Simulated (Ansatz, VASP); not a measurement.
## Two plane-wave programs on Mg

```
Mg
1.0
     3.13257    0.00000    0.00000
    -1.56628    2.71288    0.00000
     0.00000    0.00000    5.01973
Mg
2
Direct
  0.33333 0.66667 0.25000
  0.66667 0.33333 0.75000
```

The cell was built by a generator and needn't be a form met in nature.

Alike in both runs: functional PBEsol; dispersion D3(BJ); k mesh 15 × 15 × 8; occupations gaussian, width 0.1 eV; no spin polarisation.

Ansatz relaxed the structure, and its values are those at the end. VASP's run is a single point on that final structure, the one shown.

|  | VASP | Ansatz |
| --- | --- | --- |
| version | VASP 6.6.1 | Ansatz 0.2.0 |
| potentials or method | VASP PAW PBE potentials, release 64 (Mg) | scalar-relativistic, plane waves, PAW |
| plane-wave cutoff (eV) | 520 | 420 |
| valence electrons in the cell | 4 | 20 |

```csv
,VASP,Ansatz,Ansatz less VASP
gap on the k mesh at the Fermi level (eV),none,none,-
pressure (GPa),0.0,0.0,+0.02
```

A gap of «none» marks a metal or a gap that the smearing closes. The two sets of potentials don't hold the same shells in valence.

Caveats: the PAW data sets were made with another functional, which shifts forces and pressure a little (VASP); pairwise dispersion overbinds metals, which lowers pressure and volume.
